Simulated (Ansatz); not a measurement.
## Rh under changes of volume

One of the cells (13.801 Å³/atom); the others are scaled copies at fixed shape and fractional positions:

```
Rh
1.0
     2.69174    0.00000    0.00000
    -1.34587    2.33112    0.00000
     0.00000    0.00000    8.79807
Rh
4
Direct
  0.66667 0.33333 0.75000
  0.00000 0.00000 0.50000
  0.33333 0.66667 0.25000
  0.00000 0.00000 0.00000
```

This isn't the form of Rh at room conditions, which is fcc.

```yaml
Program: Ansatz 0.2.0
Functional: PBEsol
Potentials_or_basis: all-electron LAPW, scalar-relativistic
Cutoff: 276 eV (chosen from the basis error)
Basis_error_allowed: 0.001 eV/atom
k_mesh: 11 × 11 × 3
Occupations: fermi-dirac, width 0.05 eV
Spin: no spin polarisation
```

```csv
volume (Å³/atom),energy over the lowest point (meV/atom),pressure (GPa)
12.973,22.51,13.7
13.249,5.38,6.5
13.525,0.00,0.1
13.801,?,?
14.078,19.13,-10.5
14.354,41.35,-14.9
14.630,70.67,-18.8
```

Problem. What does the run at 13.801 Å³/atom give?

Solution. Energy over the lowest point 4.99 meV/atom; pressure -5.6 GPa.

Worked out: A Birch-Murnaghan fit of order 3 (a polynomial in V^(-2/3)) to the other rows has its minimum at 13.53 Å³/atom with B0 = V·E''(V) = 294 GPa and B' = 5.1 at fixed shape and positions, which overstates the stiffness. It gives 4.96 meV/atom at 13.801 Å³/atom, against the run's 4.99, and -dE/dV = -5.6 GPa, against -5.6.

Energies are extrapolated to zero smearing.
